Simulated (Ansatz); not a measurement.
Crystal: Ge.

```xyz
2
Lattice="-2.4959 2.6509 1.4369 2.4959 -2.6509 1.4369 2.4959 2.6509 -1.4369" Properties=species:S:1:pos:R:3 pbc="T T T"
Ge    0.0000    1.3254    0.1841
Ge    2.4959    1.3254    1.2529
```

This isn't the form of Ge at room conditions, which is diamond.

- Program: Ansatz 0.2.0
- Task: relaxation of cell and atoms
- Functional: HSEsol
- Potentials or basis: Ansatz PAW
- Cutoff: 420 eV (not typed: the program's choice for these potentials)
- k mesh: 6 × 6 × 6
- Occupations: fermi-dirac, width 0.05 eV
- Spin: no spin polarisation

At the start: volume 19.01 Å³/atom.

**Question.** Where does the relaxation end?

**Answer.** It ends after 8 steps and the volume is 18.04 Å³/atom (-5.1 %); space group Imma (No. 74, to 0.05 Å).

The path:
```csv
step,energy change (eV),largest force (eV/Å),volume (Å³)
1,0.0000,0.0520,38.03
2,-0.0337,0.0674,35.52
3,-0.0386,0.0500,36.34
4,-0.0400,0.0076,36.26
5,-0.0412,0.0022,36.09
6,-0.0421,0.0052,36.10
7,-0.0422,0.0007,36.08
8,-0.0416,0.0007,36.08
```

Final structure:
```yaml
crystal:
  lattice:
    - [-2.46813, 2.65736, 1.37539]
    - [2.46813, -2.65736, 1.37539]
    - [2.46813, 2.65736, -1.37539]
  atoms:
    - { symbol: Ge, position: [0.33714, 0.08714, 0.25000] }
    - { symbol: Ge, position: [0.66286, 0.91286, 0.75000] }
```

Caveat: the k mesh is coarse (spacing up to 0.42 Å⁻¹), so the values aren't converged, least of all with exact exchange; the plane-wave basis is chosen anew once the cell has moved, so the energies of steps on either side of that aren't comparable; the PAW data sets come from PBE, with cores solved anew for the run's functional, which leaves a small shift of forces and pressure.
